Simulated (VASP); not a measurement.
Set up this calculation in VASP 6.6.1, as the native input.

- Task: single point
- Functional: PBE
- Dispersion: D3(BJ)
- Potentials or basis: VASP PAW PBE potentials, release 64 (Sn_d, O)
- Cutoff: 520 eV
- k mesh: 6 × 6 × 1
- Occupations: gaussian, width 0.02 eV
- Spin: no spin polarisation
- Dipole correction: yes
- Further INCAR settings: ALGO = Fast; EDIFF = 1e-06; NBANDS = 28

The structure of SnO lies in POSCAR:

```
SnO
1.0
    3.8205604997      0.0000000000      0.0000000000
    0.0000000000      3.8205604997      0.0000000000
    0.0000000000      0.0000000000     30.6334027786
Sn O
2 2
Direct
    0.5000000000      0.0000000000      0.4614138412
    0.0000000000      0.5000000000      0.5385861588
    0.0000000000      0.0000000000      0.5000000000
    0.5000000000      0.5000000000      0.5000000000
```

The input as run:

INCAR

```
SYSTEM = SnO
PREC     = Accurate       ! precision mode
ENCUT    = 520            ! plane-wave cutoff, eV
EDIFF    = 1E-6           ! SCF threshold, eV
ISMEAR   = 0              ! smearing method
SIGMA    = 0.02           ! smearing width, eV
LREAL    = .False.        ! projectors in reciprocal space
LASPH    = .True.         ! aspherical terms in the spheres
NELM     = 80             ! most SCF steps
ALGO     = Fast           ! electronic algorithm
ISIF     = 2              ! what is computed and relaxed
LWAVE    = .False.        ! write WAVECAR
LCHARG   = .False.        ! write CHGCAR
LDIPOL   = .True.       
IDIPOL   = 3            
DIPOL    = 0.5 0.5 0.500
GGA      = PE             ! functional
IVDW     = 12             ! dispersion correction
NBANDS   = 28             ! bands
```

KPOINTS

```
regular mesh
0
Gamma
  6 6 1
  0 0 0
```

Potentials or basis: VASP PAW PBE potentials, release 64 (Sn_d, O).

Command:

```bash
$ cat potpaw_PBE.64/Sn_d/POTCAR potpaw_PBE.64/O/POTCAR > POTCAR
$ mpirun -np 1 vasp_std > vasp.out
```

Results of the run:

```yaml
Largest_force: 0.086 eV/Å
Band_gap_on_the_k_mesh: 3.09 eV, indirect (least direct gap 3.14 eV)
Dispersion_energy_per_atom: -0.137 eV
```

Caveat: spin-orbit coupling is left out, which moves the levels of the heavy elements.

Wall time 3.1 min on 1 thread of Intel(R) Xeon(R) Platinum 8259CL CPU @ 2.50GHz (Skylake/Cascade Lake) (shared host), peak memory 0.47 GiB.
